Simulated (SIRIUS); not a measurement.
# Ta (Im-3m) in SIRIUS: convergence with k mesh

Aim: find how far k mesh must go before the results for Ta settle, at PBE. This setting moves, with any that are tied to it; all else stays.

Program: SIRIUS 7.10.0. These are calculated values, not measurements. Logs are shortened: lines on timing, memory, paths and dates and some standing lists are left out, and cuts for length are marked. The log counts tension as positive stress, the text compression.

**1. The crystal as given**

The structure is cubic, space group Im-3m (No. 229). The conventional cell has a = 3.303 Å, b = 3.303 Å, c = 3.303 Å, α = 90.00°, β = 90.00°, γ = 90.00°. Ta (site symmetry m-3m) is surrounded by 8 Ta at 2.86 Å.

**2. With k mesh 4 × 4 × 4**

Contents of sirius.json:

```json
{
  "control": {
    "processing_unit": "cpu",
    "verbosity": 2,
    "num_bands_to_print": 13,
    "print_forces": true,
    "print_stress": true
  },
  "parameters": {
    "electronic_structure_method": "pseudopotential",
    "xc_functionals": ["XC_GGA_X_PBE", "XC_GGA_C_PBE"],
    "gk_cutoff": 6.4,
    "pw_cutoff": 20.0,
    "ngridk": [4, 4, 4],
    "shiftk": [0, 0, 0],
    "smearing": "gaussian",
    "smearing_width": 0.0018374661,
    "num_bands": 13,
    "num_mag_dims": 0,
    "num_dft_iter": 100,
    "energy_tol": 1e-08,
    "density_tol": 1e-06
  },
  "iterative_solver": {
    "type": "davidson",
    "min_tolerance": 1e-10
  },
  "mixer": {
    "type": "anderson",
    "beta": 0.7,
    "max_history": 8
  },
  "settings": {
    "tol_ne": 1e-10
  },
  "unit_cell": {
    "lattice_vectors": [
      [-3.120466955072, 3.120466955072, 3.120466955072],
      [3.120466955072, -3.120466955072, 3.120466955072],
      [3.120466955072, 3.120466955072, -3.120466955072]
    ],
    "atom_coordinate_units": "lattice",
    "atom_types": ["Ta"],
    "atom_files": {
      "Ta": "Ta.json"
    },
    "atoms": {
      "Ta": [
        [0.0, 0.0, 0.0]
      ]
    }
  }
}
```

Potentials or basis: JTH 2.0 PBE (PAW).

Command:

```
$ upf_to_json Ta.GGA_PBE-JTH.UPF
$ OMP_NUM_THREADS=1 sirius.scf --input=sirius.json --output=out.json --task=0
```

It took 10 s on 1 thread of Arm Neoverse V1, shared host; peak memory 0.21 GiB.

Results:

| Property | Result |
| --- | --- |
| Free energy | -9893.1154 eV |
| Pressure | 2.6 GPa |
| Band gap on the k mesh | none (metal or under the smearing width) |

**3. With k mesh 6 × 6 × 6**

Edit sirius.json of step 2 so:

```diff
@@ -13,3 +13,3 @@
     "pw_cutoff": 20.0,
-    "ngridk": [4, 4, 4],
+    "ngridk": [6, 6, 6],
     "shiftk": [0, 0, 0],
```

Potentials or basis: JTH 2.0 PBE (PAW).

Command:

```
$ upf_to_json Ta.GGA_PBE-JTH.UPF
$ OMP_NUM_THREADS=1 sirius.scf --input=sirius.json --output=out.json --task=0
```

Run time: 13 s. Hardware: 1 thread of Arm Neoverse V1, shared host; peak memory 0.22 GiB.

Results:

```
Free energy            : -9892.9404 eV
Pressure               : 5.7 GPa
Band gap on the k mesh : none (metal or under the smearing width)
```

**4. With k mesh 8 × 8 × 8**

Edit sirius.json of step 3 so:

```diff
@@ -13,3 +13,3 @@
     "pw_cutoff": 20.0,
-    "ngridk": [6, 6, 6],
+    "ngridk": [8, 8, 8],
     "shiftk": [0, 0, 0],
```

Command:

```
$ upf_to_json Ta.GGA_PBE-JTH.UPF
$ OMP_NUM_THREADS=1 sirius.scf --input=sirius.json --output=out.json --task=0
```

It took 14 s on 1 thread of Arm Neoverse V1, shared host; peak memory 0.23 GiB.

What came out:

```
Free energy            : -9893.0487 eV
Pressure               : 0.4 GPa
Band gap on the k mesh : none (metal or under the smearing width)
```

**5. With k mesh 10 × 10 × 10**

Edit sirius.json of step 4 so:

```diff
@@ -13,3 +13,3 @@
     "pw_cutoff": 20.0,
-    "ngridk": [8, 8, 8],
+    "ngridk": [10, 10, 10],
     "shiftk": [0, 0, 0],
@@ -37,6 +37,7 @@
     "lattice_vectors": [
-      [-3.120466955072, 3.120466955072, 3.120466955072],
-      [3.120466955072, -3.120466955072, 3.120466955072],
-      [3.120466955072, 3.120466955072, -3.120466955072]
+      [-0.57735026919, 0.57735026919, 0.57735026919],
+      [0.57735026919, -0.57735026919, 0.57735026919],
+      [0.57735026919, 0.57735026919, -0.57735026919]
     ],
+    "lattice_vectors_scale": 5.4048073095,
     "atom_coordinate_units": "lattice",
```

Command:

```
$ upf_to_json Ta.GGA_PBE-JTH.UPF
$ OMP_NUM_THREADS=1 sirius.scf --input=sirius.json --output=out.json --task=0
```

It took 18 s on 1 thread of Arm Neoverse V1, shared host; peak memory 0.24 GiB.

It converged, with:

| Item | Value |
| --- | --- |
| Free energy | -9893.0234 eV |
| Pressure | 4.3 GPa |
| Band gap on the k mesh | none (metal or under the smearing width) |

**6. With k mesh 13 × 13 × 13**

Edit sirius.json of step 5 so:

```diff
@@ -13,3 +13,3 @@
     "pw_cutoff": 20.0,
-    "ngridk": [10, 10, 10],
+    "ngridk": [13, 13, 13],
     "shiftk": [0, 0, 0],
@@ -37,7 +37,6 @@
     "lattice_vectors": [
-      [-0.57735026919, 0.57735026919, 0.57735026919],
-      [0.57735026919, -0.57735026919, 0.57735026919],
-      [0.57735026919, 0.57735026919, -0.57735026919]
+      [-3.120466955072, 3.120466955072, 3.120466955072],
+      [3.120466955072, -3.120466955072, 3.120466955072],
+      [3.120466955072, 3.120466955072, -3.120466955072]
     ],
-    "lattice_vectors_scale": 5.4048073095,
     "atom_coordinate_units": "lattice",
```

Potentials or basis: JTH 2.0 PBE (PAW).

Command:

```
$ upf_to_json Ta.GGA_PBE-JTH.UPF
$ OMP_NUM_THREADS=1 sirius.scf --input=sirius.json --output=out.json --task=0
```

Run time: 26 s. Hardware: 1 thread of Arm Neoverse V1, shared host; peak memory 0.27 GiB.

The run converged. Its results:

```yaml
Free_energy: -9893.0238 eV
Pressure: 3.4 GPa
Band_gap_on_the_k_mesh: none (metal or under the smearing width)
```

**7. With k mesh 15 × 15 × 15**

Edit sirius.json of step 6 so:

```diff
@@ -13,3 +13,3 @@
     "pw_cutoff": 20.0,
-    "ngridk": [13, 13, 13],
+    "ngridk": [15, 15, 15],
     "shiftk": [0, 0, 0],
```

Command:

```
$ upf_to_json Ta.GGA_PBE-JTH.UPF
$ OMP_NUM_THREADS=1 sirius.scf --input=sirius.json --output=out.json --task=0
```

Wall time 32 s (1 thread of Arm Neoverse V1, shared host); peak memory 0.3 GiB.

Results (log left out):

```yaml
Free_energy: -9893.0239 eV
Pressure: 2.1 GPa
Band_gap_on_the_k_mesh: none (metal or under the smearing width)
```

**8. With k mesh 19 × 19 × 19**

Edit sirius.json of step 7 so:

```diff
@@ -13,3 +13,3 @@
     "pw_cutoff": 20.0,
-    "ngridk": [15, 15, 15],
+    "ngridk": [19, 19, 19],
     "shiftk": [0, 0, 0],
```

Command:

```
$ upf_to_json Ta.GGA_PBE-JTH.UPF
$ OMP_NUM_THREADS=1 sirius.scf --input=sirius.json --output=out.json --task=0
```

It took 53 s on 1 thread of Arm Neoverse V1, shared host; peak memory 0.37 GiB.

It converged, with:

```
Free energy            : -9893.0239 eV
Pressure               : 2.7 GPa
Band gap on the k mesh : none (metal or under the smearing width)
```

**9. With k mesh 22 × 22 × 22**

Edit sirius.json of step 8 so:

```diff
@@ -13,3 +13,3 @@
     "pw_cutoff": 20.0,
-    "ngridk": [19, 19, 19],
+    "ngridk": [22, 22, 22],
     "shiftk": [0, 0, 0],
@@ -37,6 +37,7 @@
     "lattice_vectors": [
-      [-3.120466955072, 3.120466955072, 3.120466955072],
-      [3.120466955072, -3.120466955072, 3.120466955072],
-      [3.120466955072, 3.120466955072, -3.120466955072]
+      [-0.57735026919, 0.57735026919, 0.57735026919],
+      [0.57735026919, -0.57735026919, 0.57735026919],
+      [0.57735026919, 0.57735026919, -0.57735026919]
     ],
+    "lattice_vectors_scale": 5.4048073095,
     "atom_coordinate_units": "lattice",
```

Potentials or basis: JTH 2.0 PBE (PAW).

Command:

```
$ upf_to_json Ta.GGA_PBE-JTH.UPF
$ OMP_NUM_THREADS=1 sirius.scf --input=sirius.json --output=out.json --task=0
```

Standard output:

```text
[info] SIRIUS version : 7.10.0
[info] number of MPI ranks           : 1
[info] MPI grid                      : 1 1
[info] maximum number of OMP threads : 1
[fft] FFT context for density and potential
[fft] =====================================
[fft]   comm size                             : 1
[fft]   plane wave cutoff                     : 20
[fft]   grid size                             : 40 40 40   total : 64000
[fft]   grid limits                           : -19 20   -19 20   -19 20
[fft]   number of G-vectors within the cutoff : 8208
[fft]   local number of G-vectors             : 8208
[fft]   number of G-shells                    : 444
[fft] FFT context for coarse grid
[fft] =====================================
[fft]   comm size                             : 1
[fft]   plane wave cutoff                     : 12.8
[fft]   grid size                             : 25 25 25   total : 15625
[fft]   grid limits                           : -12 12   -12 12   -12 12
[fft]   number of G-vectors within the cutoff : 2107
[fft]   local number of G-vectors             : 2107
[fft]   number of G-shells                    : 131
[unit cell] lattice vectors
[unit cell]   a1 :      -3.1204669551      3.1204669551      3.1204669551
[unit cell]   a2 :       3.1204669551     -3.1204669551      3.1204669551
[unit cell]   a3 :       3.1204669551      3.1204669551     -3.1204669551
[unit cell] reciprocal lattice vectors
[unit cell]   b1 :      -0.0000000000      1.0067700440      1.0067700440
[unit cell]   b2 :       1.0067700440     -0.0000000000      1.0067700440
[unit cell]   b3 :       1.0067700440      1.0067700440     -0.0000000000
[unit cell] unit cell volume :       121.53986649 [a.u.^3]
[unit cell] 1/sqrt(omega)    :         0.09070696
[unit cell] MT volume        :         0.00000000 ( 0.00%)
[unit cell] IT volume        :       121.53986649 (100.00%)
[unit cell] number of atom types : 1
[unit cell] type id : 0 symbol : Ta mt_radius :  14.835761 num_atoms : 1
[unit cell] total number of atoms : 1
[unit cell] number of symmetry classes : 1
[unit cell] number of PAW atoms : 1
[unit cell] PAW atoms : 0
[unit cell] atom id  type id  class id             position                      vector_field
[unit cell] ------------------------------------------------------------------------------------------
[unit cell]      0        0        0      0.00000   0.00000   0.00000      0.00000   0.00000   0.00000
[unit cell] atom id         position (Cartesian, a.u.)
[unit cell] ---------------------------------------------
[unit cell]      0       0.000000    0.000000    0.000000
[... 376 lines left out ...]
[find] Charges and magnetic moments
[find] --------------------------------------------------------------------------------
[find] total charge          : 13.000000
[find] Energy
[find] --------------------------------------------------------------------------------
[find] valence_eval_sum               :      -3.97222444
[find] <rho|V^{XC}>                   :     -10.22526374
[find] <rho|E^{XC}>                   :     -13.62180699
[find] <mag|B^{XC}>                   :       0.00000000
[find] <rho|V^{H}>                    :      15.61442610
[find] one-electron contribution      :      -6.00994209 (Ha),     -12.01988418 (Ry)
[find] hartree contribution           :       7.80721305
[find] xc contribution                :     -13.62180699
[find] ewald contribution             :     -49.27391171
[find] PAW contribution               :    -302.46341375
[find] smearing (-TS)                 :      -0.00006579
[find] SCF correction                 :      -0.00000000
[find] Total energy                   :    -363.56186148 (Ha),    -727.12372296 (Ry)
[find] Free energy (E-TS)             :    -363.56192727 (Ha),    -727.12385454 (Ry)
[find] band gap (eV)                  :       0.00000000
[find] Efermi                         :       0.67253023
[find] iteration : 21, RMS : 5.214857475835e-09, energy difference : -4.490630090004e-12
[find] Hartree energy of density residual : 3.489094001948e-17
[find] bands are converged : true
[find] iterative solver converged : true
[find] converged after 22 SCF iterations!
[find] Charges and magnetic moments
[find] --------------------------------------------------------------------------------
[find] total charge          : 13.000000
[find] Energy
[find] --------------------------------------------------------------------------------
[find] valence_eval_sum               :      -3.97222444
[find] <rho|V^{XC}>                   :     -10.22526374
[find] <rho|E^{XC}>                   :     -13.62180699
[find] <mag|B^{XC}>                   :       0.00000000
[find] <rho|V^{H}>                    :      15.61442610
[find] one-electron contribution      :      -6.00994209 (Ha),     -12.01988418 (Ry)
[find] hartree contribution           :       7.80721305
[find] xc contribution                :     -13.62180699
[find] ewald contribution             :     -49.27391171
[find] PAW contribution               :    -302.46341375
[find] smearing (-TS)                 :      -0.00006579
[find] SCF correction                 :      -0.00000000
[find] Total energy                   :    -363.56186148 (Ha),    -727.12372296 (Ry)
[find] Free energy (E-TS)             :    -363.56192727 (Ha),    -727.12385454 (Ry)
[find] band gap (eV)                  :       0.00000000
[find] Efermi                         :       0.67253023
[ground_state] === stress tensor components [kbar] ===
[ground_state] === stress_kin ===
[ground_state] -9699.016786    0.000000    0.000000
[ground_state]     0.000000-9699.016786   -0.000000
[ground_state]     0.000000   -0.000000-9699.016786
[ground_state] === stress_har ===
[ground_state] -6299.609468    0.000000    0.000000
[ground_state]     0.000000-6299.609468   -0.000000
[ground_state]     0.000000   -0.000000-6299.609468
[ground_state] === stress_ewald ===
[ground_state] 39758.925327   -0.000000   -0.000000
[ground_state]    -0.00000039758.925327    0.000000
[ground_state]    -0.000000    0.00000039758.925327
[ground_state] === stress_vloc ===
[ground_state] -53649.601838    0.000000    0.000000
[ground_state]     0.000000-53649.601838   -0.000000
[ground_state]     0.000000   -0.000000-53649.601838
[ground_state] === stress_xc ===
[ground_state] -7930.656354    0.000000    0.000000
[ground_state]     0.000000-7930.656354   -0.000000
[ground_state]     0.000000   -0.000000-7930.656354
[ground_state] === stress_core ===
[ground_state] 15244.474277   -0.000000   -0.000000
[ground_state]    -0.00000015244.474277    0.000000
[ground_state]    -0.000000    0.00000015244.474277
[ground_state] === stress_nonloc ===
[ground_state]  9793.878106   -0.000000   -0.000000
[ground_state]    -0.000000 9793.878106    0.000000
[ground_state]    -0.000000    0.000000 9793.878106
[ground_state] === stress_us ===
[ground_state] 12755.516272   -0.000000   -0.000000
[ground_state]    -0.00000012755.516272    0.000000
[ground_state]    -0.000000    0.00000012755.516272
[ground_state] === stress_us_nl ===
[ground_state] 22549.394377   -0.000000   -0.000000
[ground_state]    -0.00000022549.394377    0.000000
[ground_state]    -0.000000    0.00000022549.394377
[ground_state] === stress_total ===
[ground_state]   -26.090465    0.000000    0.000000
[ground_state]     0.000000  -26.090465   -0.000000
[ground_state]     0.000000   -0.000000  -26.090465
[ground_state] ==== total Forces in Ha/bohr =====
[ground_state] atom:    0, force:       0.0000000      0.0000000      0.0000000
[ground_state] ==== ultrasoft contribution from Qij =====
[ground_state] atom:    0, force:       0.0000000      0.0000000      0.0000000
[ground_state] ==== non-local contribution from Beta-projector =====
[ground_state] atom:    0, force:       0.0000000      0.0000000      0.0000000
[ground_state] ==== contribution from local potential =====
[ground_state] atom:    0, force:       0.0000000      0.0000000      0.0000000
[ground_state] ==== contribution from core density =====
[ground_state] atom:    0, force:       0.0000000      0.0000000      0.0000000
[ground_state] ==== Ewald forces from ions =====
[ground_state] atom:    0, force:       0.0000000      0.0000000      0.0000000
[~DFT_ground_state] local op. applied: 171164
[~DFT_ground_state] evp. work count: 47528.5
[~DFT_ground_state] number of iterative solver steps: 11337
```

Wall time 72 s (1 thread of Arm Neoverse V1, shared host); peak memory 0.45 GiB.

Results:

* Free energy: -9893.0240 eV
* Pressure: 2.6 GPa
* Band gap on the k mesh: none (metal or under the smearing width)

**10. The series at a glance**

```csv
k mesh,"energy less the tightest run, at zero smearing (meV/atom)",pressure (GPa),SCF cycles,CPU time (s),peak memory (GiB)
4 × 4 × 4,-89.66,2.63,22,10,0.21
6 × 6 × 6,85.88,5.66,24,13,0.22
8 × 8 × 8,-25.05,0.41,21,14,0.23
10 × 10 × 10,0.26,4.35,22,18,0.24
13 × 13 × 13,0.13,3.40,23,26,0.27
15 × 15 × 15,0.03,2.15,22,32,0.3
19 × 19 × 19,0.13,2.70,23,53,0.37
22 × 22 × 22,0.00,2.61,22,72,0.45
```

Against the tightest run, the energy stays within 1 meV/atom from 10 × 10 × 10 on; the pressure stays within 0.1 GPa from 19 × 19 × 19 on. Meshes of other sizes hit other points, so gaps and Fermi surfaces needn't settle smoothly. The tightest run that finished is the yardstick and may itself not be fully converged.
